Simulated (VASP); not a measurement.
# Ag (Im-3m) in VASP: further runs, part 2 of 2

VASP 6.6.1. Earlier steps stand in the parts before.

## 3. Relaxation of cell and atoms, PBE

File INCAR:

```
PREC = Accurate
ENCUT = 600
EDIFF = 1E-6
ISMEAR = -1
SIGMA = 0.05
LREAL = False
LASPH = True
NELM = 100
ALGO = Fast
ISIF = 3
LWAVE = False
LCHARG = False
GGA = PE
IBRION = 2
NSW = 40
EDIFFG = -0.005
```

File KPOINTS:

```
Automatic mesh
0
Gamma
  11 11 11
```

File POSCAR:

```
Ag
1.0
   -1.6556540000      1.6556540000      1.6556540000
    1.6556540000     -1.6556540000      1.6556540000
    1.6556540000      1.6556540000     -1.6556540000
Ag
1
Direct
    0.0000000000      0.0000000000      0.0000000000
```

Potentials or basis: VASP PAW PBE potentials, release 64 (Ag).

The run is started by

```console
$ cat potpaw_PBE.64/Ag/POTCAR > POTCAR
$ mpirun -np 1 vasp_std > vasp.out
```

OUTCAR:

```text
PREC = Accurate
   ENCUT = 600
   EDIFF = 1E-6
   ISMEAR = -1
   LREAL = False
   LASPH = True
   NELM = 100
   ISIF = 3
   GGA = PE
   IBRION = 2
   NSW = 40
   EDIFFG = -0.005

 ion  position               nearest neighbor table
   1  0.000  0.000  0.000-

  LATTYP: Found a body centered cubic cell.
 ALAT       =     3.3113080000

  Lattice vectors:

 A1 = (  -1.6556540000,   1.6556540000,   1.6556540000)
 A2 = (   1.6556540000,  -1.6556540000,   1.6556540000)
 A3 = (   1.6556540000,   1.6556540000,  -1.6556540000)

Analysis of symmetry for initial positions (statically):
=====================================================================
 Subroutine PRICEL returns:
 Original cell was already a primitive cell.

 Routine SETGRP: Setting up the symmetry group for a
 body centered cubic supercell.

 Subroutine GETGRP returns: Found 48 space group operations
 (whereof 48 operations were pure point group operations)
 out of a pool of 48 trial point group operations.

The static configuration has the point symmetry O_h .

Analysis of symmetry for dynamics (positions and initial velocities):
=====================================================================
 Subroutine PRICEL returns:
 Original cell was already a primitive cell.

[... 258 lines left out ...]
--------------------------------------- Ionic step        4  -------------------------------------------

 number of electron      11.0000003 magnetization

 Free energy of the ion-electron system (eV)
  ---------------------------------------------------
  ext. energy  EPLUGINS =         0.00000000
  ---------------------------------------------------
  free energy    TOTEN  =        -2.69611738 eV

  energy without entropy =       -2.69267332  energy(sigma->0) =       -2.69439535

 E-fermi :   7.7210     XC(G=0): -11.9010

 val. band max:        7.6929611474   @ k =  -0.3636   0.4545   0.0909
 cond. band min:       7.9090723554   @ k =  -0.4545   0.4545   0.0909
 fundamental gap:      0.2161112080
 Fermi energy:         7.7209651801

 k-point     1 :       0.0000    0.0000    0.0000
  band No.  band energies     occupation
      1       0.3425      2.00000
      2       2.9983      2.00000
      3       2.9983      2.00000
      4       2.9983      2.00000
      5       4.2224      2.00000
      6       4.2224      2.00000
      7      25.5222      0.00000
      8      25.5222      0.00000
      9      25.5222      0.00000
[... 265 lines left out ...]
 k-point    24 :       0.3636    0.1818    0.0909
  band No.  band energies     occupation
      1       2.1779      2.00000
      2       2.4499      2.00000
      3       3.6625      2.00000
      4       4.2633      2.00000
      5       4.3722      2.00000
      6      10.4458      0.00000
      7      11.9546      0.00000
      8      16.3477      0.00000
      9      18.8491      0.00000

 [... further k-points ...]

------------------------ aborting loop because EDIFF is reached ----------------------------------------

  FORCE on cell =-STRESS in cart. coord.  units (eV):
  Direction    XX          YY          ZZ          XY          YZ          ZX
  --------------------------------------------------------------------------------------
  -------------------------------------------------------------------------------------
  Total       -0.0006430     -0.0006430     -0.0006430      0.0000000      0.0000000      0.0000000
  in kB       -0.0573574     -0.0573574     -0.0573574      0.0000000      0.0000000      0.0000000
  external PRESSURE =      -0.0573574 kB  Pullay stress =       0.0000000 kB
[... 16 lines left out ...]
  FREE ENERGIE OF THE ION-ELECTRON SYSTEM (eV)
  ---------------------------------------------------
  free  energy   TOTEN  =        -2.6961173816 eV

  energy  without entropy=       -2.6926733156  energy(sigma->0) =       -2.69439535

 reached required accuracy - stopping structural energy minimisation
```

OSZICAR:

```text
N       E                     dE             d eps       ncg     rms          rms(c)
DAV:   1     0.497572234055E+02    0.49757E+02   -0.61917E+03  1024   0.123E+03
DAV:   2    -0.251778497031E+01   -0.52275E+02   -0.50861E+02  1050   0.222E+02
DAV:   3    -0.292525730743E+01   -0.40747E+00   -0.40651E+00  1136   0.240E+01
DAV:   4    -0.292633447353E+01   -0.10772E-02   -0.10770E-02  1091   0.117E+00
[... 24 lines left out ...]
DAV:   1    -0.269616937130E+01   -0.53157E-04   -0.98434E-04  1049   0.384E-01    0.476E-02
RMM:   2    -0.269611966559E+01    0.49706E-04   -0.11537E-04  1008   0.122E-01    0.133E-02
RMM:   3    -0.269611838762E+01    0.12780E-05   -0.24602E-06   677   0.202E-02    0.978E-03
RMM:   4    -0.269611733658E+01    0.10510E-05   -0.56265E-07   597   0.945E-03    0.122E-03
RMM:   5    -0.269611738158E+01   -0.44998E-07   -0.73696E-08   511   0.285E-03
   4 F= -.26961174E+01 E0= -.26943953E+01  d E =-.586874E-03
```

CONTCAR:

```text
Ag
   1.00000000000000
    -1.6497619099073710    1.6497619099073710    1.6497619099073710
     1.6497619099073710   -1.6497619099073710    1.6497619099073710
     1.6497619099073710    1.6497619099073710   -1.6497619099073710
  Ag
     1
Direct
     0.0000000000000000    0.0000000000000000    0.0000000000000000

  0.00000000E+00  0.00000000E+00  0.00000000E+00
```

It took 12 s on 1 thread of Intel Xeon 6975P-C (Granite Rapids), shared host; peak memory 0.14 GiB.

What came out:

- Free energy: -2.6961 eV
- Relaxed volume: 17.96 Å³/atom
- Relaxed cell: a = 2.857 Å, b = 2.857 Å, c = 2.857 Å, α = 109.47°, β = 109.47°, γ = 109.47°
- Space group after relaxing (to 0.05 Å): Im-3m (No. 229)
- Energy gained by relaxing: 0.6 meV/atom
- Ionic steps: 4
- Pressure after relaxing: 0.0 GPa
- Band gap on the k mesh: none (metal or under the smearing width)

The path:
```
step  energy change (eV)  largest force (eV/Å)  pressure (GPa)  volume (Å³)
   1              0.0000                0.0000           -0.90        18.15
   2             -0.0005                0.0000            0.26        17.89
   3             -0.0006                0.0000            0.05        17.95
   4             -0.0006                0.0000           -0.01        17.96
```

Final structure:
```cif
data_structure
_symmetry_space_group_name_H-M 'P 1'
_symmetry_Int_Tables_number 1
_cell_length_a 2.8575
_cell_length_b 2.8575
_cell_length_c 2.8575
_cell_angle_alpha 109.471
_cell_angle_beta 109.471
_cell_angle_gamma 109.471
_cell_volume 17.96
loop_
_atom_site_label
_atom_site_type_symbol
_atom_site_fract_x
_atom_site_fract_y
_atom_site_fract_z
_atom_site_occupancy
Ag1 Ag 0.00000 0.00000 0.00000 1
```

Levels at points of the mesh, in eV from the Fermi level:
```
           k point  band 3  band 4  band 5  band 6  band 7  band 8  band 9
(0.00, 0.00, 0.00)   -4.72   -4.72   -3.50   -3.50   17.80   17.80   17.80
```

## 4. The reference run

An earlier run on the cell as given: functional PBE; potentials or basis VASP PAW PBE potentials, release 64 (Ag); cutoff 520 eV; k mesh 11 × 11 × 11; occupations fermi-dirac, width 0.05 eV; no spin polarisation.

* Pressure: -0.9 GPa
* Band gap on the k mesh: none (metal or under the smearing width)
